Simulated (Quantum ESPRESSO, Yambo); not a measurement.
# Quasiparticle gap of CdSe (F-43m) in Yambo, part 2 of 3

Wanted: ground state, empty states, screening and self-energy for CdSe (F-43m).

Quantum ESPRESSO 7.5 and Yambo 5.3.0; PBE and many-body steps on it, plane waves. Known limits of the many-body steps: not at the basis limit; no spin-orbit coupling; coarse k mesh.

So far. Step 2 (Ground state): The gap is direct, at Γ. Step 3 (Bands along the symmetry lines): The gap is 0.643 eV, as in the run before at this level.

## (4) Empty states on the mesh, 4×4×4 mesh, 147 bands

Level of this step: DFT, PBE, plane waves, norm-conserving pseudopotentials (Quantum ESPRESSO).

The sums over transitions need many empty states on a uniform mesh; this step solves for them.

pw.in

```
&control
  calculation = 'nscf'
  prefix = 'x'
  outdir = 'o'
  pseudo_dir = 'pseudo'
/
&system
  ibrav = 0
  nat = 2
  ntyp = 2
  ecutwfc = 104.0
  nbnd = 147
  force_symmorphic = .true.
/
&electrons
  conv_thr = 1e-9
  electron_maxstep = 80
  diago_full_acc = .true.
  diago_thr_init = 5e-6
/
ATOMIC_SPECIES
  Cd 112.41 Cd.upf
  Se 78.971 Se.upf
CELL_PARAMETERS angstrom
  0.0000000000 3.0250000000 3.0250000000
  3.0250000000 0.0000000000 3.0250000000
  3.0250000000 3.0250000000 0.0000000000
ATOMIC_POSITIONS crystal
  Cd 0.0000000000 0.0000000000 0.0000000000
  Se 0.7500000000 0.7500000000 0.7500000000
K_POINTS automatic
  4 4 4 0 0 0
```

The run is started by

```bash
$ OMP_NUM_THREADS=1 mpirun -n 4 pw.x -nk 4 -in pw.in > pw.out
```

The log of the run:

```text
[banner, memory and clock lines left out]
Program PWSCF v.7.5 starts

     Atomic positions and unit cell read from directory:
     o/x.save/

     Message from routine setup:
     using ibrav=0 with symmetry is DISCOURAGED, use correct ibrav instead

     G-vector sticks info

     bravais-lattice index     =            0
     lattice parameter (alat)  =       8.0842  a.u.
     unit-cell volume          =     373.5964 (a.u.)^3
     number of atoms/cell      =            2
     number of atomic types    =            2
     number of electrons       =        44.00
     number of Kohn-Sham states=          147
     kinetic-energy cutoff     =     104.0000  Ry
     charge density cutoff     =     416.0000  Ry
     Exchange-correlation= PBE
                           (   1   4   3   4   0   0   0)

     celldm(1)=   8.084241  celldm(2)=   0.000000  celldm(3)=   0.000000
     celldm(4)=   0.000000  celldm(5)=   0.000000  celldm(6)=   0.000000

     crystal axes: (cart. coord. in units of alat)
               a(1) = (   0.000000   0.707107   0.707107 )
               a(2) = (   0.707107   0.000000   0.707107 )
               a(3) = (   0.707107   0.707107   0.000000 )

     reciprocal axes: (cart. coord. in units 2 pi/alat)
               b(1) = ( -0.707107  0.707107  0.707107 )
               b(2) = (  0.707107 -0.707107  0.707107 )
               b(3) = (  0.707107  0.707107 -0.707107 )
     Pseudo is Norm-conserving + core correction, Zval = 20.0
     Generated using ONCVPSP code by D. R. Hamann
     Using radial grid of 1368 points,  6 beta functions with:
     Pseudo is Norm-conserving + core correction, Zval = 24.0
     Generated using ONCVPSP code by D. R. Hamann
     Using radial grid of 1214 points,  6 beta functions with:
     Cd               20.00   112.41000     Cd( 1.00)
     Se               24.00    78.97100     Se( 1.00)

     24 Sym. Ops. (no inversion) found

   Cartesian axes

     site n.     atom                  positions (alat units)
         1        Cd     tau(   1) = (   0.0000000   0.0000000   0.0000000  )
         2        Se     tau(   2) = (   1.0606602   1.0606602   1.0606602  )

     number of k points=     8
                       cart. coord. in units 2pi/alat
        k(    1) = (   0.0000000   0.0000000   0.0000000), wk =   0.0312500
        k(    2) = (   0.1767767   0.1767767  -0.1767767), wk =   0.2500000
        k(    3) = (  -0.3535534  -0.3535534   0.3535534), wk =   0.1250000
[...]
k(    7) = (  -0.7071068   0.0000000   0.0000000), wk =   0.0937500
        k(    8) = (  -0.7071068   0.3535534   0.0000000), wk =   0.1875000

     Dense  grid:    53497 G-vectors     FFT dimensions: (  54,  54,  54)

     The potential is recalculated from file :
     o/x.save/charge-density

     Starting wfcs are   23 randomized atomic wfcs +  124 random wfcs

     Band Structure Calculation

     End of band structure calculation

          k = 0.0000 0.0000 0.0000 (  6735 PWs)   bands (ev):

  -198.7240-138.2021-138.2021-138.2021 -93.3810 -54.4430 -54.4430 -54.4430
   -38.3759 -38.3759 -38.3759 -38.3722 -38.3722  -4.3449   0.3513   0.3513
     0.3513   0.7425   0.7425   8.3376   8.3376   8.3376   8.9804  14.2838
    14.2838  14.2838  18.2020  19.5140  19.5140  20.4439  20.4439  20.4439
[...]
[... 7 further rows ...]
[...]
98.9802  98.9802 102.1276

          k = 0.1768 0.1768-0.1768 (  6684 PWs)   bands (ev):

  -198.7240-138.2021-138.2021-138.2021 -93.3810 -54.4432 -54.4431 -54.4431
[...]
[... 7 further rows ...]
[...]
98.9556  98.9557 100.0295

          k =-0.3536-0.3536 0.3536 (  6658 PWs)   bands (ev):

  -198.7240-138.2021-138.2021-138.2021 -93.3810 -54.4433 -54.4431 -54.4431
[...]
59.1124  59.2374  60.0945  60.0945  61.0949  61.0949  61.8136  61.8683
     [... 7 further rows ...]
    95.6363  95.6363  95.9525  95.9525  96.4256  97.4952  97.4952  99.2632
   100.3883 100.4579 100.4579

          k = 0.3536 0.0000 0.0000 (  6715 PWs)   bands (ev):

     [... further k-points ...]

     highest occupied, lowest unoccupied level (ev):     8.3376    8.9804

     XML data file, pseudopotentials, collected wavefunctions
```

Wall time 23 s (4 MPI ranks of Arm Neoverse V1, shared host); peak memory 0.54 GiB.

This step gave:

```
gap                                                           : 0.6428 eV
k of the valence top                                          : 0, 0, 0
k of the conduction bottom                                    : 0, 0, 0
least direct gap                                              : 0.6428 eV
k points computed                                             : 8
lowest point of the top converged band, above the valence top : 91.6918 eV
```

On this mesh the gap is 0.643 eV.

## (5) Conversion and set-up

This step: Yambo 5.3.0; conversion and set-up on PBE, plane waves, norm-conserving pseudopotentials.

The states are converted to the many-body program's format and the q mesh is built.

The run is started by

```bash
$ (cd o/x.save; p2y > p2y.log; mv SAVE ../..); yambo > setup.log
```

The log of the run:

```text
 Yambo, version 5.3.0

 [02] CORE Variables Setup
 =========================

  [02.01] Unit cells
  ==================

  Cell kind             :  FCC
  Atoms in the cell     :  Cd  Se
  number of Cd atoms    :  1
  number of Se atoms    :  1

  List of atomic masses
  Mass of Cd    :  112.4100
  Mass of Se    :  78.97100

  List of atomic coordinates    : [cc]
  Cd1       :  0.000000  0.000000  0.000000  order 1
  Se1       :  8.574632  8.574632  8.574632  order 2

  Alat factors          :  5.716422  5.716422  5.716422 [a.u.]
  Direct lattice volume :  373.5964 [a.u.]
  Direct lattice vectors:  A[ 1 ]  A[ 2 ]  A[ 3 ]
   A[ 1 ]:  0.000000  1.000000  1.000000  [iru]
   0.000000  5.716422  5.716422  [cc]
   A[ 2 ]:  1.000000  0.000000  1.000000  [iru]
   5.716422  0.000000  5.716422  [cc]
   A[ 3 ]:  1.000000  1.000000  0.000000  [iru]
   5.716422  5.716422  0.000000  [cc]

  Recip. lattice volume :  0.663952 [a.u.]
  Recip. lattice vectors:  B[ 1 ]  B[ 2 ]  B[ 3 ]
   B[ 1 ]: -0.500000  0.500000  0.500000  [iku]
  -0.549573  0.549573  0.549573  [cc]
   B[ 2 ]:  0.500000 -0.500000  0.500000  [iku]
   0.549573 -0.549573  0.549573  [cc]
   B[ 3 ]:  0.500000  0.500000 -0.500000  [iku]
   0.549573  0.549573 -0.549573  [cc]

  [02.02] Symmetries
  ==================

  Inversion symmetry    : yes
  Spatial inversion     : no
  Inversion index       :  25
  K-space Time-reversal : yes
  Magnetic symmetries   : no
  Time-reversal derived K-space symmetries:   25   48
  Group table correct   : yes
  Symmetries units      :  [cc]

   [S  1]:   1.0000     -0.30397E-16 -0.30397E-16 -0.30397E-16   1.0000      0.30397E-16  0.30397E-16  0.30397E-16   1.0000
   [S  2]:  -1.0000      0.30397E-16 -0.30397E-16  0.30397E-16  -1.0000      0.30397E-16 -0.30397E-16 -0.30397E-16   1.0000
   [S  3]:  -1.0000     -0.30397E-16  0.30397E-16  0.30397E-16   1.0000     -0.30397E-16 -0.30397E-16  0.30397E-16  -1.0000
[...]
[S  9]: -0.30397E-16   1.0000     -0.30397E-16  0.30397E-16 -0.30397E-16   1.0000       1.0000      0.30397E-16  0.30397E-16
   [S 10]: -0.30397E-16  -1.0000      0.30397E-16  0.30397E-16  0.30397E-16  -1.0000       1.0000     -0.30397E-16 -0.30397E-16
     [... 36 further rows ...]
   [S*47]:   1.0000     -0.30397E-16  0.30397E-16 -0.30397E-16  0.30397E-16  -1.0000      0.30397E-16   1.0000     -0.30397E-16
   [S*48]:   1.0000      0.30397E-16 -0.30397E-16 -0.30397E-16 -0.30397E-16   1.0000      0.30397E-16  -1.0000      0.30397E-16

  [02.03] Reciprocal space
  ========================

  nG shells         :   462
  nG charge         :   53497
  nG WFs            :   7773
  nC WFs            :   6735
  G-vecs. in first 46 shells:  [ Number ]
     1    9   15   27   51   59   65   89  113
    137   169   181   229   259   283   307   331   339
    387   411   459   531   537   561   609   645   701
[...]
1639
  ...
[...]
K/Q-points units:
  rlu = crystal or reduced units; cc = cartesian coordinates; iku = interal k-units

  K [1]          [rlu]:  0.000000  0.000000  0.000000
         WF components:   6735
  K [2]          [rlu]: -0.11418E-16 -0.11418E-16  0.25000
         WF components:   6684
  K [3]          [rlu]:  0.22836E-16  0.22836E-16 -0.50000
         WF components:   6658
  K [4]          [rlu]: -0.77583E-17  0.25000      0.25000
         WF components:   6715
  K [5]          [rlu]:  0.90027E-17  0.25000     -0.50000
         WF components:   6712
  [... 2 further k-points ...]
  K [8]          [rlu]:  0.250000 -0.500000 -0.250000
         WF components:   6688

  [02.05] Energies & Occupations
  ==============================

  [X] === General ===
  [X] Electronic Temperature                        :  0.000000  0.000000 [eV K]
  [X] Bosonic    Temperature                        :  0.000000  0.000000 [eV K]
  [X] Finite Temperature mode                       : no
  [X] El. density                                   :  0.79478E+24 [cm-3]
  [X] Fermi Level                                   :  8.337628 [eV]

  [X] === Gaps and Widths ===
  [X] Conduction Band Min                           :  0.642755 [eV]
  [X] Valence Band Max                              :  0.000000 [eV]
  [X] Filled Bands                                  :  22
  [X] Empty Bands                                   :   23  147
  [X] Direct Gap                                    :  0.642755 [eV]
  [X] Direct Gap localized at k                     :  1
  [X] Indirect Gap                                  :  0.642755 [eV]
  [X] Indirect Gap between kpts                     :  1  1
  [X] Last valence band width                       :  2.274404 [eV]
  [X] 1st conduction band width                     :  4.462916 [eV]

  E @ K [1]:  [eV]
  -207.0616 -146.5397 -146.5397 -146.5397 -101.7187  -62.7807  -62.7807  -62.7807
  -46.71355 -46.71355 -46.71355 -46.70980 -46.70980 -12.68252  -7.98634  -7.98634
   -7.9863      -7.5951      -7.5951     -0.80259E-09 -0.42436E-09   0.0000      0.64275       5.9462
[...]
occ @ K [1]
[...]
E @ K [2]:  [eV]
[...]
occ @ K [2]
[...]
E @ K [3]:  [eV]
[...]
occ @ K [3]
[...]
E @ K [4]:  [eV]
[...]
occ @ K [4]
[...]
E @ K [5]:  [eV]
[...]
occ @ K [5]
[...]
[... 2 further k-points ...]
  E @ K [8]:  [eV]
[...]
occ @ K [8]
[...]
0.000000  0.000000  0.000000  0.000000  0.000000  0.000000  0.000000  0.000000
   0.000000  0.000000  0.000000  0.000000  0.000000  0.000000  0.000000  0.000000

 [03] Transferred momenta grid and indexing
 ==========================================

 IBZ Q-points                                      :   8
 BZ  Q-points                                      :   64

 K/Q-points units:
 rlu = crystal or reduced units; cc = cartesian coordinates; iku = interal k-units

 Q [1]          [rlu]:  0.000000  0.000000  0.000000
 Q [2]          [rlu]: -0.89146E-17 -0.89146E-17  0.25000
 Q [3]          [rlu]:  0.17829E-16  0.17829E-16 -0.50000
[...]
Q [7]          [rlu]:  0.66020E-16 -0.50000     -0.50000
 Q [8]          [rlu]:  0.250000 -0.500000 -0.250000

  [03.01] X indexes
  =================

   [03.01.01] Sigma indexes
   ========================

 [06] Game Over & Game summary
```

Run time: 3.3 s. Hardware: 1 MPI rank; peak memory 0.26 GiB.

(Part 2 of 3 ends here.)

[Paths, hosts, dates, memory and timing lines, banners, echoed tables and standing remarks are left out of the program output.]

[Logs are printed without paths, hosts, clocks, repeated set-up lines and the standing remarks that a program may print on its own settings, such as how far it seeks lower states.]

[Runs of the session that timed out or met a known fault of the program may be left out.]

[Hosts, paths, dates, database ids (printed as entryN), source tags and the programs' standing remarks are cut or masked in the printed files.]
